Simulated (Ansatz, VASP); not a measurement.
## InAs: VASP beside Ansatz

Contents of POSCAR:

```
InAs
1.0
    0.0000000000      2.6820475487      2.6820475487
    2.6820475487      0.0000000000      2.6820475487
    2.6820475487      2.6820475487      0.0000000000
In As
1 1
Direct
    0.5000000000      0.5000000000      0.5000000000
    0.0000000000      0.0000000000      0.0000000000
```

INCAR.step1

```
SYSTEM = InAs
ALGO = Normal
EDIFF = 1E-4
ENCUT = 520
GGA = PE
ISMEAR = 0
LASPH = .TRUE.
LCHARG = .FALSE.
LREAL = .FALSE.
LWAVE = .TRUE.
NBANDS = 16
NELM = 100
PREC = Accurate
SIGMA = 0.05
```

Contents of INCAR.step2:

```
SYSTEM = InAs
ALGO = Normal
EDIFF = 1E-6
ENCUT = 520
ISIF = 2
ISMEAR = 0
ISTART = 1
LASPH = .TRUE.
LCHARG = .FALSE.
LMIXTAU = .TRUE.
LREAL = .FALSE.
LWAVE = .FALSE.
METAGGA = R2SCAN
NBANDS = 16
NELM = 100
PREC = Accurate
SIGMA = 0.05
```

Contents of KPOINTS:

```
k-points
0
G
  14 14 14
  0 0 0
```

Input for Ansatz:

```yaml
crystal:
  lattice:
    - [0.0, 2.6820475487, 2.6820475487]
    - [2.6820475487, 0.0, 2.6820475487]
    - [2.6820475487, 2.6820475487, 0.0]
  atoms:
    - { symbol: In, position: [0.5, 0.5, 0.5] }
    - { symbol: As, position: [0.0, 0.0, 0.0] }
basis:
  ecutwfc: 500
  ecutrho_ratio: 4
kpoints:
  mp_grid: { grid: [14, 14, 14] }
hamiltonian:
  xc: r2scan
scf:
  occupations: { method: gaussian, width: 0.05 }
output:
  forces: true
  stress: true
  eigenvalues: true
```

Alike in both runs: task single point; functional r2SCAN; k mesh 14 × 14 × 14; occupations gaussian, width 0.05 eV; no spin polarisation.

|  | VASP | Ansatz |
| --- | --- | --- |
| version | VASP 6.6.1 | Ansatz 0.2.0 |
| potentials or method | VASP PAW PBE potentials, release 64 (In_d, As) | scalar-relativistic, plane waves, PAW |
| plane-wave cutoff (eV) | 520 | 500 |
| valence electrons in the cell | 18 | 28 |

VASP gave:

| Property | Result |
| --- | --- |
| gap on the k mesh at the Fermi level (eV) | none |
| pressure (GPa) | 19.3 |

Task: Which values does Ansatz return?

Result: gap on the k mesh at the Fermi level (eV): none; pressure (GPa): 19.0.

A gap of «none» marks a metal or a gap that the smearing closes. The two sets of potentials don't hold the same shells in valence.

Caveats: so large a pressure means that the cell lies far from this level's equilibrium, or that cutoff or potentials fall short (VASP); the potentials were made for another functional, which shifts forces and pressure (VASP).
